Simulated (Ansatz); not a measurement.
Ti (fcc type) under strong compression

```
CELL_PARAMETERS angstrom
0.00000 2.05698 2.05698
2.05698 0.00000 2.05698
2.05698 2.05698 0.00000
ATOMIC_POSITIONS crystal
Ti 0.00000 0.00000 0.00000
```

The cell comes from a relaxation on PAW files under the same functional, begun from a prototype that needn't be the stable phase.

Its volume is scaled at fixed shape and fractional positions.

Computed with Ansatz 0.2.0; functional PBE, scalar-relativistic. Settings: a Γ-centred 18×18×18 k mesh, Fermi–Dirac smearing of 0.08 eV, no spin polarisation. Methods: LAPW: all electrons, basis error target 1 meV/atom; PAW: frozen-core files, cutoff 420 eV; crystal datasets: all electrons, by PAW datasets that the program makes for each cell; norm-conserving: pseudopotentials, cutoff 1155 eV; PAW (cutoff 300 eV): frozen-core files, cutoff 300 eV.

Energies are extrapolated to zero smearing and count from the unscaled cell; pressure is positive in compression; gaps take the mesh and a band path. No temperature or zero-point motion is included.

```json
{"V/V0": "1.00", "V (Å³/atom)": "17.41", "P LAPW (GPa)": "-0.01", "ΔE LAPW (eV/atom)": "0.000", "P PAW − LAPW (GPa)": "0.01", "ΔE PAW − LAPW (meV/atom)": "0.0"}
{"V/V0": "0.92", "V (Å³/atom)": "16.01", "P LAPW (GPa)": "10.28", "ΔE LAPW (eV/atom)": "0.040", "P PAW − LAPW (GPa)": "0.00", "ΔE PAW − LAPW (meV/atom)": "0.0"}
{"V/V0": "0.84", "V (Å³/atom)": "14.62", "P LAPW (GPa)": "25.0", "ΔE LAPW (eV/atom)": "0.188", "P PAW − LAPW (GPa)": "0.01", "ΔE PAW − LAPW (meV/atom)": "0.1"}
{"V/V0": "0.76", "V (Å³/atom)": "13.23", "P LAPW (GPa)": "46.2", "ΔE LAPW (eV/atom)": "0.489", "P PAW − LAPW (GPa)": "0.04", "ΔE PAW − LAPW (meV/atom)": "0.3"}
{"V/V0": "0.68", "V (Å³/atom)": "11.84", "P LAPW (GPa)": "77.1", "ΔE LAPW (eV/atom)": "1.015", "P PAW − LAPW (GPa)": "0.05", "ΔE PAW − LAPW (meV/atom)": "0.7"}
{"V/V0": "0.60", "V (Å³/atom)": "10.44", "P LAPW (GPa)": "122.9", "ΔE LAPW (eV/atom)": "?", "P PAW − LAPW (GPa)": "-0.03", "ΔE PAW − LAPW (meV/atom)": "0.9"}
{"V/V0": "0.52", "V (Å³/atom)": "9.05", "P LAPW (GPa)": "194.3", "ΔE LAPW (eV/atom)": "?", "P PAW − LAPW (GPa)": "-0.27", "ΔE PAW − LAPW (meV/atom)": "-0.2"}
{"V/V0": "0.45", "V (Å³/atom)": "7.83", "P LAPW (GPa)": "291.8", "ΔE LAPW (eV/atom)": "5.039", "P PAW − LAPW (GPa)": "-0.73", "ΔE PAW − LAPW (meV/atom)": "-3.7"}
```

(1) Give the missing entry: row "0.52", column "ΔE LAPW (eV/atom)".

(2) What belongs in the row "0.60", column "ΔE LAPW (eV/atom)"?

(3) Fit the Vinet equation to the LAPW pressures over the whole range, with residuals weighted by 1/(|P| + 0.03·Pmax).

(4) From the table, what is the rise of the enthalpy H = E + pV up to the last row, and how stiff is the crystal between the last two rows?

(5) At the smallest volume, how far do crystal datasets and norm-conserving and PAW (cutoff 300 eV) lie from LAPW in pressure?

(6) How do the Löwdin populations by LAPW change from the unscaled cell to the last row?

Answers

(1) 3.221.

(2) 1.869.

(3) V0 = 17.41 Å³/atom, B0 = 108 GPa and B0′ = 3.33, and the fit misses no point by more than 0.24 GPa. A fit over so wide a range pins B0 less well than one near rest.

(4) ΔH = 5.039 eV + (291.8 GPa × 7.83 Å³ + 0.01 GPa × 17.41 Å³) × 0.006242 eV/(GPa·Å³) = 19.31 eV/atom, of which pV makes 74 %. The mean bulk modulus there is −ΔP/Δln V = 674 GPa.

(5) crystal datasets: 0.00 GPa; norm-conserving: +0.99 GPa; PAW (cutoff 300 eV): -0.73 GPa, on a LAPW pressure of 291.8 GPa.

(6) Ti 3s 1.97 → 1.87, Ti 4s 0.89 → 0.44, Ti 3p 5.99 → 5.88, Ti 3d 3.02 → 3.78 electrons an atom. These are projections on the shells that the free atoms fill; 0.13 e a cell lies outside them at the start and 0.05 e at the end.
